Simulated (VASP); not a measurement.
# CaO: convergence, relaxation of the cell

CaO, Fm-3m (no. 225), 2 atoms in the cell. PBE; PAW potentials Ca_sv, O (PBE set). VASP 6.6.1. The cell is changed on purpose: volume scaled by 1.03.

Wanted: cell volume within 0.05 %; lattice lengths within 0.03 %; shortest distances from each atom, periodic images included within 0.002 Å.

What the run is for: cell; Accuracy asked: tight.

The series start from Plane-wave cutoff (eV): 600; k-point mesh: 6 × 6 × 6; Relaxation passes: 2; Ionic threshold (EDIFFG): -0.005; Electronic threshold (eV): 1e-6; Precision mode (PREC): Accurate; Relaxation algorithm: IBRION=2 POTIM=0.5. Each series keeps the choices made before it, and each single choice may use up half of a tolerance. Times cover all steps of a run.

## Plane-wave cutoff (eV)

| Plane-wave cutoff (eV) | Cell volume (Å³) | Lattice lengths, largest deviation against the largest value | Shortest distances from each atom, periodic images included, largest deviation (Å) | Time (s) |
|---|---|---|---|---|
| 400 | 27.52 | 0.99 % | 0.0240 | 48 |
| 460 | 28.17 | 0.22 % | 0.0052 | 36 |
| 520 | 28.33 | 0.023 % | 0.0006 | 44 |
| 600 | 28.3 | 0.058 % | 0.0014 | 42 |
| 700 | 28.3 | 0.059 % | 0.0014 | 62 |
| 840 (reference) | 28.35 | 0 % | 0.0000 | 50 |

Chosen: 840; the next looser run is off by more than half of the tolerance, so convergence isn't shown beyond this value.

## k-point mesh

| k-point mesh | Cell volume (Å³) | Lattice lengths, largest deviation against the largest value | Shortest distances from each atom, periodic images included, largest deviation (Å) | Time (s) |
|---|---|---|---|---|
| 3 × 3 × 3 | 28.41 | 0.065 % | 0.0016 | 31 |
| 4 × 4 × 4 | 28.36 | 0.012 % | 0.0003 | 31 |
| 5 × 5 × 5 | 28.35 | 0.0021 % | 0.0001 | 36 |
| 6 × 6 × 6 | 28.35 | 0.00029 % | 0.0000 | 50 |
| 8 × 8 × 8 | 28.35 | 0.00029 % | 0.0000 | 72 |
| 10 × 10 × 10 (reference) | 28.35 | 0 % | 0.0000 | 105 |

Chosen: 5 × 5 × 5, the loosest value from which every tighter one stays within half of the tolerance.

## Relaxation passes

| Relaxation passes | Cell volume (Å³) | Lattice lengths, largest deviation against the largest value | Shortest distances from each atom, periodic images included, largest deviation (Å) | Time (s) |
|---|---|---|---|---|
| 1 | 28.35 | 0 % | 0.0000 | 27 |
| 2 | 28.35 | 0 % | 0.0000 | 36 |
| 3 (reference) | 28.35 | 0 % | 0.0000 | 43 |

Chosen: 1.

## Ionic threshold (EDIFFG)

| Ionic threshold (EDIFFG) | Cell volume (Å³) | Lattice lengths, largest deviation against the largest value | Shortest distances from each atom, periodic images included, largest deviation (Å) | Time (s) |
|---|---|---|---|---|
| -0.05 | 28.26 | 0.11 % | 0.0027 | 26 |
| -0.02 | 28.35 | 0.0061 % | 0.0001 | 29 |
| -0.01 | 28.35 | 0.0061 % | 0.0001 | 28 |
| -0.005 | 28.35 | 0.0061 % | 0.0001 | 27 |
| -0.002 (reference) | 28.36 | 0 % | 0.0000 | 39 |

Chosen: -0.02.

## Electronic threshold (eV)

| Electronic threshold (eV) | Cell volume (Å³) | Lattice lengths, largest deviation against the largest value | Shortest distances from each atom, periodic images included, largest deviation (Å) | Time (s) |
|---|---|---|---|---|
| 0.0001 | 28.42 | 0.08 % | 0.0019 | 23 |
| 1e-5 | 28.35 | 0.00088 % | 0.0000 | 25 |
| 1e-6 | 28.35 | 0.0017 % | 0.0000 | 29 |
| 1e-7 (reference) | 28.35 | 0 % | 0.0000 | 30 |

Chosen: 1e-5.

## Precision mode (PREC)

| Precision mode (PREC) | Cell volume (Å³) | Lattice lengths, largest deviation against the largest value | Shortest distances from each atom, periodic images included, largest deviation (Å) | Time (s) |
|---|---|---|---|---|
| Normal | 28.35 | 0 % | 0.0000 | 15 |
| Accurate (reference) | 28.35 | 0 % | 0.0000 | 25 |

Chosen: Normal.

## Relaxation algorithm

| Relaxation algorithm | Cell volume (Å³) | Lattice lengths, largest deviation against the largest value | Shortest distances from each atom, periodic images included, largest deviation (Å) | Time (s) |
|---|---|---|---|---|
| IBRION=2 POTIM=0.5 | 28.35 | 0 % | 0.0000 | 15 |
| IBRION=2 POTIM=0.2 | 28.31 | 0.046 % | 0.0011 | 15 |
| IBRION=1 POTIM=0.5 | 28.35 | 0.00029 % | 0.0000 | 17 |
| IBRION=1 POTIM=0.2 | 28.31 | 0.045 % | 0.0011 | 18 |

Chosen: IBRION=2 POTIM=0.5; no other choice that stays within half of the tolerance saves 30 % of the time.

## All choices together

| Input | Cell volume (Å³) | Lattice lengths, largest deviation against the largest value | Shortest distances from each atom, periodic images included, largest deviation (Å) | Time (s) |
|---|---|---|---|---|
| the program's defaults (naive) | 27.56 | 0.94 % | 0.0228 | 14 |
| chosen settings | 28.35 | 0.0029 % | 0.0001 | 15 |
| reference settings throughout | 28.35 | 0 % | 0.0000 | 151 |

The chosen settings stay within the tolerance of the reference run, but the reference itself isn't shown to be converged in: Plane-wave cutoff (eV).

Values of the reference run: Lattice lengths: 3.423, 3.423, 3.423 Å; Shortest distances from each atom, periodic images included: 2.42, 2.42, 2.42, 2.42, 2.42, 2.42, 2.42, 2.42 Å.

## The input

INCAR.step1:
```
GGA = PE
ISMEAR = 0
SIGMA = 0.03
LWAVE = F
LCHARG = F
NSW = 80
PREC = Normal
LASPH = T
LREAL = F
ALGO = Normal
EDIFF = 1E-5
NELM = 120
GGA_COMPAT = F
IBRION = 2
ISIF = 3
EDIFFG = -0.02
NELMIN = 4
ENCUT = 840
EFERMI = MIDGAP
POTIM = 0.5
```

INCAR.step2, as INCAR.step1 but for:
```
- NSW = 80
- IBRION = 2
- ISIF = 3
- EDIFFG = -0.02
- NELMIN = 4
- POTIM = 0.5
+ ISIF = 2
```

KPOINTS:
```
Automatic mesh
0
Gamma
  5 5 5
  0 0 0
```

POSCAR.step1:
```
CaO
1.0
    0.0000000000      2.4273548249      2.4273548249
    2.4273548249      0.0000000000      2.4273548249
    2.4273548249      2.4273548249      0.0000000000
Ca O
1 1
Direct
    0.0000000000      0.0000000000      0.0000000000
    0.5000000000      0.5000000000      0.5000000000
```

Commands (each step's output is kept before the next begins):
```
cat potpaw_PBE.64/Ca_sv/POTCAR potpaw_PBE.64/O/POTCAR > POTCAR
cp INCAR.step1 INCAR
cp POSCAR.step1 POSCAR
mpirun -np 1 vasp_std > vasp.out
cp CONTCAR POSCAR
cp INCAR.step2 INCAR
mpirun -np 1 vasp_std > vasp.out
```

The chosen input took VASP 6.6.1 15 s on 1 core (Intel Xeon Platinum 8259CL @ 2.50GHz (Skylake/Cascade Lake)), a shared host.

## An input that fails: cell relaxed at a low cutoff

It runs to its end, but against the unchanged starting input it is off by 20 % in the cell volume, 7 % in the lattice lengths, 0.1701 Å in the shortest distances from each atom, periodic images included.

Changes against the starting input:
```
(all steps)
- PREC = Accurate
- NELM = 120
- ENCUT = 600
+ PREC = Low
+ NELM = 56
+ ENCUT = 280
```
